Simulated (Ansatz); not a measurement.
KI (started from an entry of an open crystallographic database), relaxed with r2SCAN in Ansatz. Space group Fm-3m (No. 225), cubic; conventional cell a = 7.089 Å, 44.53 Å³ an atom. K is surrounded by 6 I at 3.54 Å; I is surrounded by 6 K at 3.54 Å.

The axes x, y and z are those of this cell:
```yaml
crystal:
  lattice:
    - [0.00000, 3.54457, 3.54457]
    - [3.54457, 0.00000, 3.54457]
    - [3.54457, 3.54457, 0.00000]
  atoms:
    - { symbol: K, position: [0.00000, 0.00000, 0.00000] }
    - { symbol: I, position: [0.50000, 0.50000, 0.50000] }
```

Unstrained: The PBE gap is direct at Γ: 3.944 eV. With r2SCAN the gap is 4.585 eV and direct, at Γ. The HSE06 gap is direct at Γ: 4.940 eV. Meshes: PBE 6×6×6, r2SCAN 6×6×6, HSE06 4×4×4. Strains are changes of length per length. After each strain the atoms were relaxed again with r2SCAN within the symmetry that the strain leaves, so tilts or polar shifts that break it weren't tested; points keep the names that they have in the unstrained zone. The values are computed, spin-unpolarised, and not measurements.

**Question.** Apply isotropic -2.9 % on every length. How far does the gap move, against the unstrained cell?

**Answer.** PBE: the gap goes from 3.944 to 4.160 eV (+0.216 eV). r2SCAN: the gap goes from 4.585 to 4.825 eV (+0.240 eV). HSE06: the gap goes from 4.940 to 5.176 eV (+0.236 eV). The r2SCAN energy rises by 15.2 meV an atom.

**Question.** Apply uniaxial +1.91 % along z, other directions held. How far does the gap move, against the unstrained cell?

**Answer.** PBE: the gap goes from 3.944 to 3.899 eV (-0.045 eV). r2SCAN: the gap goes from 4.585 to 4.536 eV (-0.049 eV). HSE06: the gap goes from 4.940 to 4.892 eV (-0.048 eV). The r2SCAN energy rises by 1.3 meV an atom.

No spin-orbit coupling is included; it can move band edges with weight on the heavy atoms by tenths of an eV.

The meshes of the hybrids are coarse, so their gaps aren't converged to the digits shown.
